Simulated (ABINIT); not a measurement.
# BAs (F-43m) in ABINIT: single point with PBEsol

Aim: the single point of BAs with PBEsol.

All numbers are computed with ABINIT 10.8.3 (patched build); they aren't measurements. Logs are shortened: lines on timing, memory, paths and dates and some standing lists are left out, and cuts for length are marked. The log counts tension as positive stress, the text compression.

## (1) Starting point

The structure is cubic, space group F-43m (No. 216). The conventional cell has a = 4.777 Å, b = 4.777 Å, c = 4.777 Å, α = 90.00°, β = 90.00°, γ = 90.00°. As (site symmetry -43m) is surrounded by 4 B at 2.07 Å. Around B (site symmetry -43m) lie 4 As at 2.07 Å.

## (2) Single point, PBEsol

File run.abi:

```
pp_dirpath "./"
pseudos "As.upf, B.upf"

acell 6.3832096775 6.3832096775 6.3832096775
rprim
     0.0000000000     0.7071067812     0.7071067812
     0.7071067812     0.0000000000     0.7071067812
     0.7071067812     0.7071067812     0.0000000000
ntypat 2
znucl 33 5
natom 2
typat 1 2
xred
     0.7500000000     0.7500000000     0.7500000000
     0.0000000000     0.0000000000     0.0000000000

ecut 38.0

kptopt 1
ngkpt 8 8 8
nshiftk 1
shiftk 0.0 0.0 0.0

ixc -116133

nband 13
occopt 3
tsmear 0.05 eV

nstep 100
tolvrs 1.0e-10

iomode 3
prtwf 0
prtden 0
prteig 0
prtebands 0
```

Potentials or basis: PseudoDojo NC SR PBEsol v0.4.1 standard.

Started as:

```bash
> abinit run.abi > log 2>&1
```

run.abo:

```text
.Version 10.8.3 of ABINIT
 Symmetries : space group F-4 3 m (#216); Bravais cF (face-center cubic)
================================================================================
 Values of the parameters that define the memory need of the present run
     intxc =       0    ionmov =       0      iscf =       7    lmnmax =       6
     lnmax =       6     mgfft =      36  mpssoang =       3    mqgrid =    3001
     natom =       2  nloc_mem =       1    nspden =       1   nspinor =       1
    nsppol =       1      nsym =      24    n1xccc =    2501    ntypat =       2
    occopt =       3   xclevel =       2
       mpw =        2068          nfft =       46656          nkpt =          29
================================================================================
================================================================================

--------------------------------------------------------------------------------
------------- Echo of variables that govern the present computation ------------
--------------------------------------------------------------------------------
 -outvars: echo values of preprocessed input variables --------
            acell      6.3832096775E+00  6.3832096775E+00  6.3832096775E+00 Bohr
              amu      7.49215900E+01  1.08110000E+01
             ecut      3.80000000E+01 Hartree
              ixc     -116133
         kptrlatt        8    0    0      0    8    0      0    0    8
          kptrlen      5.10656774E+01
            natom           2
            nband          13
            ngfft          36      36      36
             nkpt          29
            nstep         100
             nsym          24
           ntypat           2
           occopt           3
           prtden           0
        prtebands           0
           prteig           0
            prtwf           0
            rprim      0.0000000000E+00  7.0710678120E-01  7.0710678120E-01
                       7.0710678120E-01  0.0000000000E+00  7.0710678120E-01
                       7.0710678120E-01  7.0710678120E-01  0.0000000000E+00
          spgroup         216
           tolvrs      1.00000000E-10
           tsmear      1.83746611E-03 Hartree
            typat      1  2
           xangst      3.5827499977E+00  3.5827499977E+00  3.5827499977E+00
                       0.0000000000E+00  0.0000000000E+00  0.0000000000E+00
            xcart      6.7704162732E+00  6.7704162732E+00  6.7704162732E+00
                       0.0000000000E+00  0.0000000000E+00  0.0000000000E+00
             xred      7.5000000000E-01  7.5000000000E-01  7.5000000000E-01
                       0.0000000000E+00  0.0000000000E+00  0.0000000000E+00
            znucl       33.00000    5.00000

================================================================================

 chkinp: Checking input parameters for consistency.

================================================================================
[... 92 lines left out ...]
================================================================================

 ----iterations are completed or convergence reached----

 Mean square residual over all n,k,spin=   23.681E-08; max=  51.673E-06
 reduced coordinates (array xred) for    2 atoms
       0.750000000000      0.750000000000      0.750000000000
       0.000000000000      0.000000000000      0.000000000000
 rms dE/dt=  0.0000E+00; max dE/dt=  0.0000E+00; dE/dt below (all hartree)
    1       0.000000000000      0.000000000000      0.000000000000
    2       0.000000000000      0.000000000000      0.000000000000

 cartesian coordinates (angstrom) at end:
    1      3.58274999765917     3.58274999765917     3.58274999765917
    2      0.00000000000000     0.00000000000000     0.00000000000000

 cartesian forces (hartree/bohr) at end:
    1     -0.00000000000000    -0.00000000000000    -0.00000000000000
    2     -0.00000000000000    -0.00000000000000    -0.00000000000000
 frms,max,avg= 0.0000000E+00 0.0000000E+00   0.000E+00  0.000E+00  0.000E+00 h/b

 cartesian forces (eV/Angstrom) at end:
    1     -0.00000000000000    -0.00000000000000    -0.00000000000000
    2     -0.00000000000000    -0.00000000000000    -0.00000000000000
 frms,max,avg= 0.0000000E+00 0.0000000E+00   0.000E+00  0.000E+00  0.000E+00 e/A
 length scales=  6.383209677500  6.383209677500  6.383209677500 bohr
              =  3.377849091457  3.377849091457  3.377849091457 angstroms
 Fermi (or HOMO) energy (hartree) =   0.25951   Average Vxc (hartree)=  -0.41854
 Eigenvalues (hartree) for nkpt=  29  k points:
 kpt#   1, nband= 13, wtk=  0.00195, kpt=  0.0000  0.0000  0.0000 (reduced coord)
  -1.07951   -1.07951   -1.07951   -1.07875   -1.07875   -0.32755    0.23974    0.23974
   0.23974    0.35935    0.35935    0.35935    0.41143
      occupation numbers for kpt#   1
   2.00000    2.00000    2.00000    2.00000    2.00000    2.00000    1.99996    1.99996
   1.99996    0.00000    0.00000    0.00000    0.00000
 prteigrs : prtvol=0 or 1, do not print more k-points.

--- !EnergyTerms
iteration_state     : {dtset: 1, }
comment             : Components of total free energy in Hartree
kinetic             :  7.82257166181253E+01
hartree             :  3.04661001117120E+01
xc                  : -2.47516083236923E+01
Ewald energy        : -6.34210613745209E+01
psp_core            :  3.13131296906503E+00
local_psp           : -8.03096646889629E+01
non_local_psp       : -5.22128970132142E+01
internal            : -1.08872101701488E+02
'-kT*entropy'       : -1.10799678067225E-08
total_energy        : -1.08872101712568E+02
total_energy_eV     : -2.96256081111241E+03
band_energy         : -1.08110773784444E+01
...

 Cartesian components of stress tensor (hartree/bohr^3)
  sigma(1 1)=  7.21271508E-05  sigma(3 2)=  0.00000000E+00
  sigma(2 2)=  7.21271508E-05  sigma(3 1)=  0.00000000E+00
  sigma(3 3)=  7.21271508E-05  sigma(2 1)=  0.00000000E+00

-Cartesian components of stress tensor (GPa)         [Pressure= -2.1221E+00 GPa]
- sigma(1 1)=  2.12205404E+00  sigma(3 2)=  0.00000000E+00
- sigma(2 2)=  2.12205404E+00  sigma(3 1)=  0.00000000E+00
- sigma(3 3)=  2.12205404E+00  sigma(2 1)=  0.00000000E+00

== END DATASET(S) ==============================================================
================================================================================

 -outvars: echo values of variables after computation  --------
            acell      6.3832096775E+00  6.3832096775E+00  6.3832096775E+00 Bohr
           etotal     -1.0887210171E+02
            fcart     -0.0000000000E+00 -0.0000000000E+00 -0.0000000000E+00
                      -0.0000000000E+00 -0.0000000000E+00 -0.0000000000E+00
            rprim      0.0000000000E+00  7.0710678120E-01  7.0710678120E-01
                       7.0710678120E-01  0.0000000000E+00  7.0710678120E-01
                       7.0710678120E-01  7.0710678120E-01  0.0000000000E+00
           strten      7.2127150849E-05  7.2127150849E-05  7.2127150849E-05
                       0.0000000000E+00  0.0000000000E+00  0.0000000000E+00
           xangst      3.5827499977E+00  3.5827499977E+00  3.5827499977E+00
                       0.0000000000E+00  0.0000000000E+00  0.0000000000E+00
             xred      7.5000000000E-01  7.5000000000E-01  7.5000000000E-01
                       0.0000000000E+00  0.0000000000E+00  0.0000000000E+00
 Calculation completed.
```

Run time: 19 s. Hardware: 1 thread of Arm Neoverse V2, shared host; peak memory 0.07 GiB.

What came out:

| Quantity | Value |
| --- | --- |
| Free energy | -2962.5608 eV |
| Pressure | -2.1 GPa |
| Band gap on the k mesh | 1.11 eV, indirect (least direct gap 3.25 eV) |
| Valence electrons inside the program's atomic spheres | As 12.47; B 2.53 |
